Platinum diselenide is built from flat sheets. In each sheet a layer of platinum lies between two layers of selenium, and every platinum atom is bonded to six selenium atoms. The sheets are stacked along c, with selenium facing selenium across the gap, while a is the repeat distance within a sheet. The crystal was relaxed by density functional theory at five pressures, and all changes are counted from the cell relaxed at zero pressure.

PtSe₂ (CdI₂ type, space group P-3m1) relaxed under hydrostatic pressure at zero temperature with its symmetry kept, using Ansatz 0.2.0 (r2SCAN, plane-wave PAW, scalar-relativistic, no spin polarisation, 500 eV cutoff, Gaussian smearing). Changes are relative to the cell relaxed at zero pressure, which has a = 3.717 Å, c = 5.822 Å and 23.23 Å³ per atom.

```
applied pressure (GPa)    k mesh  smearing width  volume change (%)  enthalpy change (eV/atom)  a change (%)  c change (%)  energy change (meV/atom)
                     3   12×12×6         0.02 eV             -12.69                      0.401          0.33        -13.26                      21.4
                     8   12×12×8          0.1 eV             -19.16                      1.006         -0.02        -19.12                      68.6
                    15  12×12×10          0.1 eV             -23.84                      1.801         -0.85        -22.53                     144.7
                    30  12×12×10          0.1 eV             -30.10                      3.382         -2.41        -26.60                     342.4
                    60  12×12×10          0.1 eV             -37.19                      6.253         -4.77        -30.74                     790.5
```

The energy E, the enthalpy H and the volume V are taken per atom, and P is the pressure. The derived quantities used below are printed after the text.

(a) Pressure pushes equally on all faces of the crystal. Which direction gives way first, and why?

Solution. The stacking direction does. At 3 GPa c has shortened by 13 %, while a has even grown by 0.3 %. Equal pressure doesn't have to give equal shortening. What counts is how easily each axis is compressed, and here strong Pt–Se bonds hold each sheet together while much weaker forces hold the sheets to each other.

The starting geometry shows how much room there is between the sheets. A selenium layer lies at a height h above the platinum layer. Each selenium atom sits a/√3 to the side of its platinum neighbours, so the Pt–Se distance of 2.52 Å fixes this height:

h = √(2.52² − 3.717²/3) ≈ 1.3 Å

A sheet is therefore about 2.6 Å thick, which leaves a gap of about 3.2 Å in a c axis of 5.82 Å. By 3 GPa c has lost about 0.8 Å. The relaxed positions show where it went. The selenium height at 3 GPa is still 1.289 Å, so the gap has lost about 0.73 Å and the sheet only about 0.04 Å. The gap is where the loss costs least. Taking it from the sheets would mean shortening strong bonds by several per cent at a modest pressure.

(b) Does the crystal stay this soft and this one-sided?

Solution. No. A useful measure of stiffness is the mean bulk modulus of a step, which is the rise in pressure divided by the loss in the logarithm of the volume. It grows from 22 GPa in the first step to 280 GPa in the last. Over the same steps the share of c in the volume loss falls from 105 % to 54 %; the first value exceeds 100 % because a grows.

Both trends have the same likely cause. Selenium atoms that face each other across a wide gap hardly resist being pushed together, but once their electron clouds overlap strongly, the repulsion rises steeply. The gap then becomes a stiff spring too, and more of the volume loss has to come from shortening and bending the Pt–Se bonds. A cubic crystal makes a good contrast: symmetry gives each axis one third of the volume loss at every pressure, so no axis gives way before the others. Even in its last step PtSe₂ has not reached that even sharing.

(c) At 60 GPa the enthalpy has risen by 6.3 eV per atom, but the energy by only 0.8 eV. Where is the rest?

Solution. It is in the second term of the definition

H = E + PV

The product PV is the work needed to make room for the atoms against the surrounding pressure. It supplies 95 % of the enthalpy change at 3 GPa and still 87 % at 60 GPa. Its share falls because PV starts in proportion to the pressure, whereas the energy of a body squeezed from its minimum starts with the square of the pressure.

A large enthalpy change is thus no sign of damaged bonds, nor does it show that the crystal is about to transform. That question needs the enthalpy of a competing structure at the same pressure. Such a structure is absent here, and the relaxations kept the symmetry of the starting cell, so a distortion that breaks this symmetry could still lower the enthalpy.

(d) Each cell was relaxed to its best shape. Why, then, does its energy go up?

Solution. Under pressure the best shape is the one with the lowest enthalpy, not the lowest energy. The crystal pays energy to become smaller and is repaid through PV. At 60 GPa shrinking costs 0.8 eV per atom but saves 3.2 eV of PV compared with a cell that kept its original volume.

The ratio of saving to cost also tells how the crystal stiffens. In a body whose volume falls in proportion to pressure, the average pressure during compression is half the final one, so the saving is twice the cost. Here the ratio rises from 2.6 at 3 GPa to 4.1 at 60 GPa. It lies above two because much of the volume was given up early, when the pressure was low and the work small.

(e) Do the energies and the volumes tell the same story?

Solution. They can be compared without any adjustable constant. At zero temperature, the energy gained in a small compression is the work done on the crystal:

dE = −P dV

The energy rise of a step divided by its volume loss is therefore the mean pressure of that step, and it must lie between the pressures at the two ends. From 30 to 60 GPa the energy rises by 790.5 − 342.4 = 448.1 meV. The volume loss grows from 30.10 % to 37.19 % of 23.23 Å³, a further 1.647 Å³. With 1 eV/Å³ = 160.2 GPa,

mean pressure = 0.4481 / 1.647 × 160.2 ≈ 43.6 GPa

This lies between 30 and 60 GPa, slightly below the midpoint of 45 GPa. The other four steps also fall between their end pressures and below their midpoints, as they should when a crystal yields more volume early in a step than late. The agreement shows that the calculated energies and volumes fit together. It can't show that they match a real crystal.

(f) Why does a grow at first, although the sheets are being squeezed from the sides as well?

Solution. Squeezing a solid along one direction tends to make it spread in the others. At 3 GPa the shortening along c is so large that this spreading slightly outweighs the direct sideways squeeze. By 8 GPa a is back at its starting value, and at higher pressures it shrinks. Neither an uneven load nor a change of settings causes the growth: at 3 GPa the calculated stresses along a and c agree closely, and the starting cell was treated with the same k mesh and smearing.

What links the two directions at the level of the electrons is less certain. The starting cell has a band gap of about 0.6 eV, whereas the cell at 3 GPa is metallic. When the sheets approach, selenium orbitals on either side of the gap overlap and their bands broaden, until electrons can spill into states that are antibonding between platinum and selenium. That would weaken the bonds within the sheet and let it widen. The bond lengths don't favour this explanation, however. With the selenium height of 1.289 Å and a = 3.729 Å, the Pt–Se distance at 3 GPa is about 2.51 Å, no longer than the 2.52 Å at the start, whereas weakened bonds would be expected to lengthen. The sheet widens by becoming flatter, not by stretching its bonds. What part the electrons play in that stays open, as no analysis of the bonding is at hand.

(g) Which of these numbers could be used in a design, and what would change if the weak attraction between the sheets were treated better?

Solution. The starting cell is the weak point. Its c axis is about 14 % longer than the measured one, which is roughly 5.1 Å (a recalled value). The functional was used without a correction for dispersion, the long-range attraction that helps to hold such sheets together, so the calculation begins with too wide a gap. At 3 GPa the calculated c has come down to 5.05 Å, close to what the real crystal has with no applied pressure.

Most of the first collapse thus removes extra spacing between the sheets that the real material doesn't have. The modulus of 22 GPa shouldn't be used as the stiffness of PtSe₂, and the band gap of the starting cell belongs to the same stretched spacing. So does the early growth of a, which the real crystal need not show: counted from the 3 GPa cell, a is shorter in every later row. A series with a dispersion correction is expected to start from a shorter c and to show a much smaller first drop, while a should change far less because strong bonds set it.

Counting from the 3 GPa cell removes most of this offset. From there to 60 GPa the volume falls by 28 %, c by 20 % and a by 5 %. These are the safer figures for the size of the response, although the 3 GPa cell only resembles the real crystal at ambient pressure and is no exact substitute for it. The calculation also leaves out thermal and zero-point motion, which would shift the cell edges a little.

The digits need the same care. Energy plus PV reproduces the enthalpy to better than 0.001 eV per atom, so the arithmetic is sound to the last printed place. The volume changes are printed to 0.01 %, yet counting from the 3 GPa cell instead of the stretched starting cell shifts them by roughly ten percentage points. Small differences between rows also deserve caution, because the k mesh and the smearing vary and their convergence was not tested. The 3 GPa cell is metallic but was calculated with a smearing of only 0.02 eV. Its run converged without a warning, but tests by the makers of the data on other systems mark such a smearing as narrow for a metal, so the small growth of a there may be less certain than its two decimals suggest.

Printed output of the fit:

```
Enthalpy and its parts in eV per atom:
  row  PV term  energy rise  PV share of enthalpy in %  PV if the cell were rigid  PV saved by shrinking  saved PV over energy cost
    3   0.3797       0.0214                      94.69                     0.4349                0.05519                      2.579
    8   0.9375       0.0686                      93.19                       1.16                 0.2222                      3.239
   15    1.656       0.1447                      91.95                      2.174                 0.5184                      3.583
   30     3.04       0.3424                      89.88                      4.349                  1.309                      3.823
   60    5.463       0.7905                      87.37                      8.698                  3.235                      4.092
Step that ends at this row:
  row  pressure at start in GPa  mean pressure from energy and volume in GPa  mean bulk modulus in GPa  share of c in log volume loss in %
    3                         0                                        1.163                     22.11                               104.8
    8                         3                                        5.032                     64.94                               90.85
   15                         8                                        11.22                     117.4                               72.23
   30                        15                                        21.79                     174.9                               62.92
   60                        30                                         43.6                     280.5                               54.28
Cell edges:
  row  a in angstrom  c in angstrom  c over a
    3          3.729           5.05     1.354
    8          3.716          4.709     1.267
   15          3.685           4.51     1.224
   30          3.627          4.273     1.178
   60           3.54          4.032     1.139
Changes counted from the 3 GPa row in %:
  row  volume        a       c
    3       0        0       0
    8   -7.41  -0.3488  -6.756
   15  -12.77   -1.176  -10.69
   30  -19.94   -2.731  -15.38
   60  -28.06   -5.083  -20.15
Reference c above the rough recalled measured c, in %: 14.16
Part of the whole c loss at 60 GPa already present at 3 GPa, in %: 43.14
Part of the whole volume loss at 60 GPa already present at 3 GPa, in %: 34.12
Mean bulk modulus of the last step over that of the first: 12.69
Largest mismatch of E + PV with the enthalpy column, in eV per atom: 0.0005866
```
